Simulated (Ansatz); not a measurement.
# HfO2 (P2_1/c):Y_Hf, thermodynamic levels from a 96-atom cell, part 2 of 2

Aim: at which Fermi levels does Y_Hf in HfO2 (P2_1/c) change its charge? The model is a cell of 96 host atoms with 1 Hf taken out and 1 Y put in.

Ansatz; place-levels on r2SCAN runs: charge-transition levels and formation energies with image-charge correction and potential alignment at the atomic sites; PAW set soft_1.

So far: Starting point; What was run first.

## Step 3: Placing the levels, r2SCAN

A charged cell interacts with its images and the background, and its potential has another zero than the host's. place-levels removes the first by a point-charge model, screened by the static dielectric constant since the ions have relaxed around the charge, and the second by comparing potentials at atoms far from the defect.

The host is a run of the defect-free crystal in the same cutoffs, grids and k-points, so that basis and sampling errors cancel in part in the differences. Its band edges come from a run of the primitive cell that searches the zone for them. The host is run in a cell of 24 atoms on a matching mesh. Chemical potentials are energies per atom of Hf (hcp) and Y (hcp), run with the same functional and cutoff.

levels.point.yaml reads:

```yaml
host:
  run: host.point.run
  levels_from: { run: edges.point.run }
states: [qm1.point.run, q0_M1.point.run, qp1.point.run, qp1_M2.point.run]
geometry_from:
  qm1.point.run: qm1.relax.run
  q0_M1.point.run: q0_M1.relax.run
  qp1.point.run: qp1.relax.run
  qp1_M2.point.run: qp1_M2.relax.run
  host.point.run: host.relax.run
chemical_potentials:
  Hf:
    energy: -15733.791958
    dataset: "<sha256 of the dataset>"
  "Y":
    energy: -3859.72699
    dataset: "<sha256 of the dataset>"
epsilon:
  - [5.04, 0.0, 0.14]
  - [0.0, 5.06, 0.0]
  - [0.14, 0.0, 4.74]
static_epsilon:
  - [21.35, 0.0, 1.58]
  - [0.0, 19.46, 0.0]
  - [1.58, 0.0, 15.71]
vertical:
  - { from: qm1.point.run, to: qm1.point_neutral.run }
  - { from: qp1.point.run, to: qp1.point_neutral.run }
  - { from: qp1_M2.point.run, to: qp1_M2.point_neutral.run }
```

Command:

```sh
$ ansatz place-levels levels.point.yaml -- --threads 32 --pin off --max-ram 56524MiB
```

Output:

```text
[... repeated set-up lines and file paths are left out, and long positions are rounded to six places ...]
(+1/0) 0.035 eV beneath the valence edge (-0.085 eV without the band-filling correction), in the valence band
(0/-1) 0.041 eV above the valence edge, 4.555 eV under the conduction edge
formation energy of charge +1: +2.932 eV with the Fermi level at the valence edge
formation energy of charge 0: +2.897 eV with the Fermi level at the valence edge
formation energy of charge -1: +2.938 eV with the Fermi level at the valence edge
vertical -1 to 0: no energy, since no alignment is typed
  the change from vertical[0].from (qm1.point.run) to vertical[0].to (qm1.point_neutral.run): by its potential at epsilon [[5.04, 0, 0.14], [0, 5.06, 0], [0.14, 0, 4.74]] it stands at 0.492 0.646 0.540, with an rms radius of about 7.1 Å (3.5 4.2 4.4 Å across [...]
vertical +1 to 0: no energy, since no alignment is typed
  the change from vertical[1].from (qp1.point.run) to vertical[1].to (qp1.point_neutral.run): by its potential at epsilon [[5.04, 0, 0.14], [0, 5.06, 0], [0.14, 0, 4.74]] it stands at 0.005 0.502 0.795, with an rms radius of about 7.4 Å (3.2 4.7 4.8 Å across [...]
vertical +1 to 0: no energy, since no alignment is typed
  the change from vertical[2].from (qp1_M2.point.run) to vertical[2].to (qp1_M2.point_neutral.run): by its potential at epsilon [[5.04, 0, 0.14], [0, 5.06, 0], [0.14, 0, 4.74]] it stands at 0.003 0.646 0.589, with an rms radius of about 7.1 Å (3.2 4.2 4.6 Å [...]
  edges by r2scan of host.levels_from (edges.point.run), its mesh sampled to repeats of 30.69 Å (the valence edge +0.092 eV and the conduction edge -0.106 eV from those of the host's own run), gap 4.596 eV; the host is sampled to repeats of 26.92 Å
  the defect's cells are sampled to repeats of 26.92 Å, like sampling
  charge +1: -528204.6253 eV with its correction of -0.077 eV, at epsilon [[21.35, 0, 1.58], [0, 19.46, 0], [1.58, 0, 15.71]], aligned at sites: -0.1825 eV, mean over 48 atomic sites at or beyond 5.11 Å from the defect at [0.6381, 0.5209, 0.6041], with [...]
  charge 0: +0.000 eV for its dipole among its images, +0.000 omitted
  charge -1: -528179.4823 eV with its correction of +0.167 eV, at epsilon [[21.35, 0, 1.58], [0, 19.46, 0], [1.58, 0, 15.71]], aligned at sites: -0.0616 eV, mean over 48 atomic sites at or beyond 5.11 Å from the defect at [0.6381, 0.5209, 0.6041], with [...]
  charge +1: states[2] (qp1.point.run) stands 0.088 eV higher, with a moment of 0.00 μB against 2.00
  states[2] (qp1.point.run): levels filled in part (TS 0.018 eV): its energy is of no whole electron's
  of states[3] (qp1_M2.point.run): it parts from the run at its places by a charge that spreads by about 4.6 Å along one vector (1.8 Å or more is wide), by its potential at epsilon [[5.04, 0, 0.14], [0, 5.06, 0], [0.14, 0, 4.74]], taken for that of held ions [...]
  of states[1] (q0_M1.point.run): its displacements don't fall off away from the defect: farther atoms stand 0.013 Å off the host's places. [...]
  of states[0] (qm1.point.run): it parts from the run at its places by a charge that spreads by about 4.4 Å along one vector (1.8 Å or more is wide), by its potential at epsilon [[5.04, 0, 0.14], [0, 5.06, 0], [0.14, 0, 4.74]], taken for that of held ions [...]
  of states[2] (qp1.point.run): it parts from the run at its places by a charge that spreads by about 4.8 Å along one vector (1.8 Å or more is wide), by its potential at epsilon [[5.04, 0, 0.14], [0, 5.06, 0], [0.14, 0, 4.74]], taken for that of held ions [...]
  of vertical[0].from (qm1.point.run): its displacements don't fall off away from the defect: farther atoms stand 0.012 Å off the host's places. [...]
  vertical[0].to (qm1.point_neutral.run): levels filled in part (TS 0.009 eV): its energy is of no whole electron's
  of vertical[0].to (qm1.point_neutral.run): its displacements don't fall off away from the defect: farther atoms stand 0.012 Å off the host's places. [...]
  vertical[1].from (qp1.point.run): levels filled in part (TS 0.018 eV): its energy is of no whole electron's
  of vertical[1].from (qp1.point.run): its displacements don't fall off away from the defect: farther atoms stand 0.013 Å off the host's places. [...]
  vertical[1].to (qp1.point_neutral.run): levels filled in part (TS 0.007 eV): its energy is of no whole electron's
  of vertical[1].to (qp1.point_neutral.run): its displacements don't fall off away from the defect: farther atoms stand 0.013 Å off the host's places. [...]
  of vertical[2].from (qp1_M2.point.run): its displacements don't fall off away from the defect: farther atoms stand 0.016 Å off the host's places. [...]
  vertical[2].to (qp1_M2.point_neutral.run): levels filled in part (TS 0.010 eV): its energy is of no whole electron's
  of vertical[2].to (qp1_M2.point_neutral.run): its displacements don't fall off away from the defect: farther atoms stand 0.016 Å off the host's places. [...]
```

The job ended after 0.49 s (32 threads of Arm Neoverse V2, shared host).

Levels between the charges placed, in eV above the valence top:

|  | gap (eV) | (+1/0) | (0/−1) |
| --- | --- | --- | --- |
| r2SCAN | 4.60 | -0.04 | 0.04 |

Corrections by state:

```
charge  moment (μB)  image terms and alignment (eV)  band filling (eV)                                  ε used  over the lowest of its charge, as the program ranks them, band filling apart (eV)
    +1          2.0                          -0.077             -0.050  principal values (15.30, 19.46, 21.76)                                                                              0.000
     0          1.0                           0.000                  -                                       -                                                                              0.000
    −1          0.0                           0.167                  -  principal values (15.30, 19.46, 21.76)                                                                              0.000
    +1          0.0                          -0.075                  -  principal values (15.30, 19.46, 21.76)                                                                              0.088
```

The charged structures listed were also run neutral, and place-levels reads from each pair, by the potential or the spins, how wide the charge is by which they differ; that can be the carrier of either run.

```
charge  rms radius (Å)  spread where it is widest against the cell (Å)  wide from (Å)  reading
    +1             7.1                                            4.63           1.81     wide
    −1             7.1                                            4.44           1.81     wide
```

The neutral runs of these pairs need not share the spin of the lowest neutral state, and very wide values only mean spread over the cell.

From the program's caveats on the states, each cut to its opening words:

- charge +1 (2 μB): it parts from the run at its places by a charge that spreads by about 4.6 Å along one vector (1.8 Å or more is wide), by its potential at epsilon [[5.04, 0, [...]
- charge +1 (2 μB): a band-filling correction moves a carrier to the host's band edge, which changes its energy by -0.050 eV
- charge +1 (2 μB): the far atoms show a dipole or second moment of the defect's charge, for which the correction takes or leaves out 0.076 eV: further moments aren't read, and [...]
- charge +1 (2 μB): its displacements don't fall off away from the defect: farther atoms stand 0.016 Å off the host's places
- charge +1 (2 μB), 0 (1 μB): flagged: stability check not made
- charge 0 (1 μB), +1: its displacements don't fall off away from the defect: farther atoms stand 0.013 Å off the host's places
- charge −1: it parts from the run at its places by a charge that spreads by about 4.4 Å along one vector (1.8 Å or more is wide), by its potential at epsilon [[5.04, 0, [...]
- charge −1: its displacements don't fall off away from the defect: farther atoms stand 0.012 Å off the host's places
- charge +1: it parts from the run at its places by a charge that spreads by about 4.8 Å along one vector (1.8 Å or more is wide), by its potential at epsilon [[5.04, 0, [...]

The host's formation energy from the elements is -3.796 eV per atom; it sets how far the chemical potentials can move.

Limit set by the element alone; other compounds of these elements are not counted. Chemical potentials from the elements' reference states: Hf 0.00 eV, O -5.69 eV, Y 0.00 eV. Formation energies (Hf-rich), with the Fermi level at the valence top and at the conduction bottom (gap 4.60 eV):

```
charge  at valence top (eV)  at conduction bottom (eV)  correction included (eV)
    +1                 2.93                       7.53                     -0.13
     0                 2.90                       2.90                      0.00
    −1                 2.94                      -1.66                      0.17
```

Fermi level (eV), lowest formation energy (eV) and a bar from the least value:
```
     0.00       2.90 ##############################
     0.42       2.52 ############################
     0.83       2.10 #########################
     1.25       1.69 ######################
     1.67       1.27 ###################
     2.09       0.85 #################
     2.51       0.43 ##############
     2.93       0.01 ###########
     3.34      -0.41 ########
     3.76      -0.82 #####
     4.18      -1.24 ###
     4.60      -1.66
```

Limit set by the element alone; other compounds of these elements are not counted. Chemical potentials from the elements' reference states: O 0.00 eV, Hf -11.39 eV, Y 0.00 eV. Formation energy by charge state (O-rich; gap 4.60 eV):

```
charge  at valence top (eV)  at conduction bottom (eV)  correction included (eV)
    +1                -8.46                      -3.86                     -0.13
     0                -8.49                      -8.49                      0.00
    −1                -8.45                     -13.05                      0.17
```

(Fermi level (eV), lowest formation energy (eV)): (0.00, -8.49), (0.42, -8.87), (0.83, -9.28), (1.25, -9.70), (1.67, -10.12), (2.09, -10.54), (2.51, -10.96), (2.93, -11.38), (3.34, -11.79), (3.76, -12.21), (4.18, -12.63), (4.60, -13.05)

## Step 4: Effect of the sampling

The relaxations' own energies give the levels at their sampling, for comparison.

levels.relax_mesh.yaml reads:

```yaml
host:
  run: host.relax.run
  levels_from: { run: edges.relax.run }
states: [qm1.relax.run, q0_M1.relax.run, qp1.relax.run, qp1_M2.relax.run]
chemical_potentials:
  Hf:
    energy: -15733.791958
    dataset: "<sha256 of the dataset>"
  "Y":
    energy: -3859.72699
    dataset: "<sha256 of the dataset>"
```

Command:

```sh
$ ansatz place-levels levels.relax_mesh.yaml -- --threads 32 --pin off --max-ram 56524MiB
```

Output:

```text
[...]
(0/-1) 0.039 eV above the valence edge, 4.557 eV under the conduction edge
formation energy of charge +1: +2.934 eV with the Fermi level at the valence edge
formation energy of charge 0: +2.899 eV with the Fermi level at the valence edge
formation energy of charge -1: +2.937 eV with the Fermi level at the valence edge
  edges by r2scan of host.levels_from (edges.relax.run), its mesh sampled to repeats of 30.69 Å (the valence edge +0.096 eV and the conduction edge -0.182 eV from those of the host's own run), gap 4.596 eV; the host is sampled to repeats of 14.56 Å
[... the lines on each state left out ...]
```

Wall time 0.15 s (32 threads).

Levels between neighbouring charges, in eV above the valence top:

```csv
,gap (eV),(+1/0),(0/−1)
"one point at (¼, ¼, ¼)",4.60,-0.04,0.04
a 2×2×2 shifted mesh,4.60,-0.04,0.04
```

Going from one point at (¼, ¼, ¼) to a 2×2×2 shifted mesh moves the levels that carry no band-filling term by up to 0.00 eV and formation energies against the elements by up to 0.00 eV; band-filling terms, which differ between samplings, are in these energies.

## Step 5: What came out

```yaml
gap_of_the_host: 4.60 eV (r2SCAN)
level_plus_1_over_0: 0.04 eV below the valence top (-0.09 eV above the valence top without the band-filling term)
level_0_minus_1: 0.04 eV above the valence top
lowest_of_the_charges_placed_just_above_the_valence_top_0p02_ev: 0
lowest_of_the_charges_placed_just_below_the_conduction_bottom_0p02_ev: −1
lowest_formation_energy_at_mid_gap_of_the_charges_run_hf_rich: 0.64 eV
lowest_formation_energy_at_mid_gap_of_the_charges_run_o_rich: -10.75 eV
```

Of the charges placed (−1, 0 and +1), the lowest changes at 0.04 eV (0/−1) above the valence top, in a gap of 4.60 eV. (0/−1) lies nearer to a band edge than the share of the finite-size correction in it (0.17 eV), and that correction holds for a localised charge alone. (0/−1) lies 0.04 eV from a band edge, less than the doubt on such levels. Charges below −1 were not placed, so these runs say nothing of levels that involve them. States placed: +1 at 2 μB and 0 μB; 0 at 1 μB; −1 at 0 μB. Other spin states or structures, where not listed, weren't placed. The program finds carriers beyond a band edge of the host and adds a band-filling term at charge +1 (-0.05 eV); steps to such a charge show no bound level, and a defect level inside a band would be read the same way. Y is taken at its element; compounds, which aren't counted here, bound the chemical potentials and would shift these formation energies. The lowest formation energy (O-rich) is negative across the gap, so the defect would form by itself: these chemical potentials lie beyond what competing compounds allow, or the host is unstable against it. Going from one point at (¼, ¼, ¼) to a 2×2×2 shifted mesh moves the levels that carry no band-filling term by up to 0.00 eV and formation energies against the elements by up to 0.00 eV; band-filling terms, which differ between samplings, are in these energies. Limits: r2SCAN makes the gap too small and tends to spread out bound carriers; where a gas molecule sets a chemical potential or the host's formation energy, its binding is uncorrected; spin–orbit coupling, which can matter with heavy atoms, is left out.

[Logs are printed without paths, hosts, clocks, repeated set-up lines and the standing remarks that a program may print on its own settings, such as how far it seeks lower states.]

[Hosts, paths, dates, database ids (printed as entryN), source tags and the programs' standing remarks are cut or masked in the printed files.]

[Where a table of states has a column of steps, it counts the stored structures, which are thinned; the runs took as many ionic steps or more.]

[A defect's name tells the site on which it was built; relaxed atoms can leave that site.]

[For some hosts the program warned that the k-mesh of the response run may be too coarse for force constants and the static dielectric constant; such warnings are not shown here.]
